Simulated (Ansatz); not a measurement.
Turn this script for Ansatz 0.2.0, Python API into the input file that the command-line program reads.

The script, `si.py`:
```python
import ansatz as az
import numpy as np

structure = (
    az.Lattice.of((2.527, 0.0, 0.0), (-1.2635, 2.1884462, 0.0), (0.0, 0.0, 2.373))
    .atom("Si", (0.0, 0.0, 0.0))
)

setup = (
    structure.calculation()
    .occupations("fermi_dirac")
    .functional("pbesol")
    .kpoints(20, 20, 18)
)
out = setup.elastic("relaxed-ion").run(threads=1, backend="cpu")
elastic = out.elastic

print(np.array2string(np.round(elastic.c_gpa, 1) + 0.0, suppress_small=True))
print("Voigt stress of the unstrained cell (GPa, tension positive):", np.round(elastic.sigma0_gpa, 3) + 0.0)
print("smallest eigenvalue of C:", round(elastic.stability.min_eigenvalue_gpa, 1), "GPa; tensor positive definite:", elastic.stability.min_eigenvalue_gpa > 0)
if elastic.stability.min_eigenvalue_gpa > 0:
    for name, value in elastic.moduli.to_plain().items():
        print(f"{name:14s} {value:9.3f}")
```

```console
$ python si.py
DeckWarning: basis.ecutwfc = 420 eV, auto-derived from the records' recommended cutoffs: set by Si (normal level)
[[317.1 141.4  79.5   0.    0.    0. ]
 [141.4 317.1  79.5   0.    0.    0. ]
 [ 81.3  81.3 477.1   0.    0.    0. ]
 [  0.    0.    0.   84.2   0.    0. ]
 [  0.    0.    0.    0.   84.2   0. ]
 [  0.    0.    0.    0.    0.   87.9]]
Voigt stress of the unstrained cell (GPa, tension positive): [-17.23  -17.23  -18.961   0.      0.      0.   ]
smallest eigenvalue of C: 84.2 GPa; tensor positive definite: True
k_voigt_gpa      190.626
k_reuss_gpa      188.629
k_hill_gpa       189.627
g_voigt_gpa      105.206
g_reuss_gpa       96.031
g_hill_gpa       100.619
youngs_gpa       256.491
poisson            0.275
```
(Warnings from the package without file and line.)

`input.yaml`:
```yaml
crystal:
  lattice:
    - [2.527, 0.0, 0.0]
    - [-1.2635, 2.1884462, 0.0]
    - [0.0, 0.0, 2.373]
  atoms:
    - { symbol: Si, position: [0.0, 0.0, 0.0] }
kpoints:
  mp_grid:
    grid: [20, 20, 18]
hamiltonian:
  xc: pbesol
scf:
  occupations:
    method: fermi_dirac
elastic:
  mode: relaxed_ion
```

Total energies depend on the potentials; only differences at equal settings carry meaning. A total without «per atom» is that of the cell as typed. The cell isn't relaxed first, so the values belong to this volume. A positive definite tensor excludes instabilities under uniform strain alone; phonons elsewhere in the zone can still be imaginary. The cell stands under an uneven stress, so these stress-strain coefficients aren't symmetric, and eigenvalues smaller than that stress decide nothing. At these settings the cell as given stands under about 18 GPa, so it isn't at this functional's equilibrium volume and may be a high-pressure phase. This isn't the structure that Si takes at ambient conditions. Shear constants of a metal converge slowly with the k-point mesh and can be wrong in sign on a coarse one; the constants belong to the cell that was strained. Run time: 60 s on 1 thread of Intel(R) Xeon(R) Processor @ 2.30GHz, on a shared host, peak memory 0.7 GiB.

(Lines on the test bed's own set-up are left out of the output.)
